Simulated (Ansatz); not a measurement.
# What a change of settings does to a run on Zr

The cell is COD entry 1534901, as deposited and not checked against the literature; nothing was relaxed.

First run: DFT, PBE, all-electron PAW with datasets made for the crystal, scalar-relativistic (Ansatz 0.2.0).

Command: `ansatz run input.yaml --threads 1 --pin off --max-ram 2048MiB --backend cpu --events-out ev --progress --plain --runs-dir out` The run took about 6.2 s on 1 thread of a shared machine.

```yaml
crystal:
  lattice:
    - [0.0, 2.255, 2.255]
    - [2.255, 0.0, 2.255]
    - [2.255, 2.255, 0.0]
  atoms:
    - { symbol: Zr, position: [0.0, 0.0, 0.0] }
kpoints:
  mp_grid: { grid: [13, 13, 13] }
  band_path:
    path:
      - [0.0, 0.0, 0.0]
      - [0.5, 0.0, 0.5]
      - [0.625, 0.25, 0.625]
      - [0.375, 0.375, 0.75]
      - [0.0, 0.0, 0.0]
      - [0.5, 0.5, 0.5]
      - [0.5, 0.25, 0.75]
      - [0.5, 0.0, 0.5]
    npoints: 8
scf:
  occupations: { method: fermi_dirac, width: 0.05 }
hamiltonian:
  xc: pbe
  pseudopotentials: { kind: all_electron, datasets: crystal }
output:
  forces: true
  stress: true
  eigenvalues: true
  efg: { contact_densities: true }
```

Result: converged; pressure 1.19 GPa; no gap on the k mesh; 7 SCF iterations.

A second input differs as follows:

```diff
@@ -21,4 +21,6 @@
 scf:
   occupations: { method: fermi_dirac, width: 0.05 }
+  mixing: { algorithm: broyden, beta: 0.95, ndim: 1, preconditioner: none }
+  max_iter: 60
 hamiltonian:
   xc: pbe
```

Question: Does the change harm the result?

Answer: Not here: the run converged; energy at zero smearing 0.0 meV/atom from the first run; pressure 1.19 GPa; no gap on the k mesh; 6 SCF iterations, so the odd setting did no harm in this case.
